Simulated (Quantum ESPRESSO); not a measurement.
# SiO2 (001), stishovite: the electronic dielectric constant against in-plane strain

How does ε∞, from linear response (ph.x, fixed occupations, ions clamped), follow the in-plane strain?

Calculated with Quantum ESPRESSO 7.5, PBEsol, GBRV 1.5 ultrasoft potentials, cutoff 680 eV, Fermi–Dirac smearing 0.02 eV, k-mesh 7×7×10, no spin polarisation, no spin-orbit coupling.

```
in-plane strain (%)  V (Å³/atom)   ε_xx   ε_yy   ε_zz   mean  gap (eV)
                 −3        7.520  3.373  3.373  3.633  3.459     5.922
                 −1        7.741  3.401  3.401  3.607  3.469     5.561
                  0        7.856  3.418  3.418  3.596  3.477     5.391
                  1        7.973  3.437  3.437  3.586  3.486     5.231
                  2        8.094  3.456  3.456  3.577  3.496     5.086
                  3        8.217  3.476  3.476  3.568  3.507     4.956
```

**Question.** Give the mean ε∞ and the long-wavelength refractive index at x = -2, a row left out above (x is the first column).

Least squares with ε = e0 + e1 x + e2 x² gives e0 = 3.4769, e1 = 0.0080714 and e2 = 0.0006786. At x = -2 this is 3.463, so n = √ε = 1.861 as an average over directions. The run itself gives 3.463, so the estimate misses by 0.000, a rounding's worth.

Along the table the mean ε∞ rises wherever the smallest gap falls, which need not be its cause. Semilocal functionals tend to give ε∞ too large, the k-mesh wasn't converged for it (a zone-centred mesh of this size overestimates it where the gap is small), and polar lattice vibrations add to the static constant, which isn't calculated here.

[Logs are printed without paths, hosts, clocks, repeated set-up lines and the standing remarks that a program may print on its own settings, such as how far it seeks lower states.]
